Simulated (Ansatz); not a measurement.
# Self-consistent states of MnS (F-43m)

Computed with Ansatz (plane waves, PAW): LDA+U, U_eff = 5.0 eV (Dudarev form) on Mn d, fully localised double counting, scalar-relativistic datasets, 420 eV, PAW set soft_2 (made for PBE), 6×6×6 mesh, Gaussian smearing of 0.05 eV.

```xyz
4
Lattice="0.0000 2.8000 2.8000 2.8000 0.0000 2.8000 5.6000 5.6000 0.0000" Properties=species:S:1:pos:R:3 pbc="T T T"
Mn    0.0000    0.0000    0.0000
S     4.2000    4.2000    4.2000
Mn    2.8000    2.8000    0.0000
S     7.0000    7.0000    4.2000
```

The structure is that of a cell as deposited in COD, unrelaxed. The cell shown is twice the primitive one, so that more magnetic patterns fit.

Cell and atoms stay fixed, and the cell was started in 6 ways, without spin–orbit coupling. The starts were built for 5 d electrons on Mn, a formal count that the converged states needn't keep. Starting moments of the plain starts: Mn1 5.00; Mn3 -5.00 μB (atoms counted from 1).

Energies count from the lowest free state found; constrained states (a lock kept on the moments, or spin off) can lie above or below free ones. A natural orbital (eigenvector of a shell's occupation matrix) is counted as filled above 0.75 (0.9 in a metal) and as partly filled from 0.35 up to that; ↑ and ↓ are the spin channels.

| state | reached from | ΔE (meV/atom) | gap (eV) | P (GPa) | cell spin moment (μB) | site spin moments (μB) | shell filling | Hubbard energy (eV/cell) | flags |
| --- | --- | --- | --- | --- | --- | --- | --- | --- | --- |
| 1 | typed shells with each spin channel wholly full or empty (5+0 electrons), held for 12 iterations; from atoms, symmetry kept, no search; from atoms, default search; 2 more | 0.0 | 2.13 | -0.6 | 0.00 | Mn 4.30, -4.30 | Mn 5↑ 0↓, 5.26 e; Mn 0↑ 5↓, 5.26 e | 1.51 | – |
| 2 | random orbitals: single harmonics, lower spin (3+2 electrons) (draw 4) | 1499.3 | 1.22 | -6.0 | 0.00 | Mn 0.89, -0.89 | Mn 3↑ 2↓, 5.42 e; Mn 2↑ 3↓, 5.42 e | 2.55 | occupations loosely converged |

The lowest free state (state 1) has 5 d electrons in filled orbitals, 5 of them unpaired, the high-spin filling, a gap of 2.13 eV. Its natural occupations are Mn1 spin up: 0.99 0.99 0.99 1.00 1.00; Mn1 spin down: 0.03 0.03 0.07 0.07 0.08; Mn3 spin up: 0.03 0.03 0.07 0.07 0.08; Mn3 spin down: 0.99 0.99 0.99 1.00 1.00. Since all bands are wholly filled or empty, the fractional occupations (0.08) come from mixing of the shell with the neighbours' orbitals (covalency), not from partly filled bands.

State 2 lies 1499.3 meV/atom higher, or 6.00 eV per cell. It has 5 filled d spin orbitals, 1 more of one spin than of the other, a gap of 1.22 eV; natural occupations Mn1 spin up: 0.12 0.12 0.98 0.99 0.99; Mn1 spin down: 0.07 0.07 0.11 0.98 0.98; Mn3 spin up: 0.07 0.07 0.11 0.98 0.98; Mn3 spin down: 0.12 0.12 0.98 0.99 0.99. On Mn1, N↑ − N↓ is 0.98 in size in state 2 against 4.68 in state 1: with fewer parallel spins, state 2 lacks part of the exchange energy behind Hund's first rule. With J = 0 the Hubbard energy is (U/2) Σ λ(1 − λ), a penalty on fractional natural occupations. The sums Σ λ(1 − λ) over the cell's shells are 0.60 for state 1 and 1.02 for state 2, which at U/2 = 2.50 eV give 1.51 and 2.55 eV per cell. Of the difference of 6.00 eV per cell, the Hubbard term gives 1.04 eV and all other terms 4.96 eV, so the Hubbard term itself makes little of it, though U shapes both states. The other terms are taken on each state's own density, so they aren't the result of a run without U.

Every start opposed the Mn moments, so their parallel order wasn't tried.

Opposed moments on the two ions of this cell turn 6 of the 12 nearest magnetic neighbours at 3.96 Å against each other; some of these neighbours are also nearest neighbours of each other, so no collinear order can turn them all.

In the lowest free state the fixed cell carries forces up to 0.10 eV/Å; relaxing would change energies and could change the order of close states.

The lowest state found needn't be the ground state of this level of theory. U wasn't fitted or computed for this material, so the results show what this U gives and needn't match the real solid. Gaps are Kohn–Sham gaps over the k-mesh alone and may be smaller between its points. Site moments are integrated in small spheres and here fall short of the shell's N↑ − N↓.
